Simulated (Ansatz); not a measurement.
## TiO₂ (I4_1/amd) under several functionals

**What was measured.**

From a printed reference work, textbook, for a bulk crystal of TiO2: lattice constant a 3.7842 Å; lattice constant c 9.5146 Å.

Plane-wave DFT in Ansatz with scalar-relativistic PAW potentials. The same structure was relaxed (cell and atoms, symmetry kept) in separate runs at each level; U_eff on d shells: Ti 4 eV. No spin polarisation.

```csv
level,cutoff (eV),k mesh,V (Å³/atom),a (Å),c (Å),gap (eV)
PBEsol,420,10×10×10,11.311,3.771,9.546,2.12
r2SCAN,500,8×8×8,11.398,3.778,9.583,2.57
PBE+D3(BJ),420,10×10×10,11.441,3.787,9.571,2.12
r2SCAN+U,500,8×8×8,11.605,3.797,9.661,3.13
PBE+U,420,8×8×8,11.876,3.818,9.777,2.65
```

Problem. Where does PBE (420 eV, k mesh 10×10×10) fall?

Solution. V (Å³/atom) 11.664, a (Å) 3.799, c (Å) 9.697, gap (eV) 2.13. Its volume is between those of r2SCAN+U and PBE+U. The usual order of volumes, PBEsol < PBE, holds here (11.311, 11.664 Å³/atom). As a rule PBEsol, built on the gradient expansion of slowly varying densities, lies between LDA and PBE; PBE's stronger gradient term for exchange weakens bonds. Adding D3 to PBE changes the volume by -1.9 %; the term is attractive, so it pulls cells in. In ionic crystals its C6 for cations, set by coordination number and not by charge, is often too large, so it can pull in too far. The Hubbard U changes PBE's volume by 1.8 %; as a rule localising d electrons weakens their share of the bonding and swells the cell. r2SCAN lies 2.3 % under PBE in volume. Each gap belongs to its own cell, so it mixes the functional's effect with that of the volume; gaps are the least found on the k mesh or on a band path.

For PBE: Measured lattice constant a of TiO2: 3.7842 Å (a printed reference work, textbook). This calculation gives 3.799 Å (+0.4 %). A measured lattice constant c of TiO2 is 9.5146 Å (a printed reference work, textbook); the calculated 9.697 Å misses it by +1.9 %. The calculations are for 0 K without zero-point motion.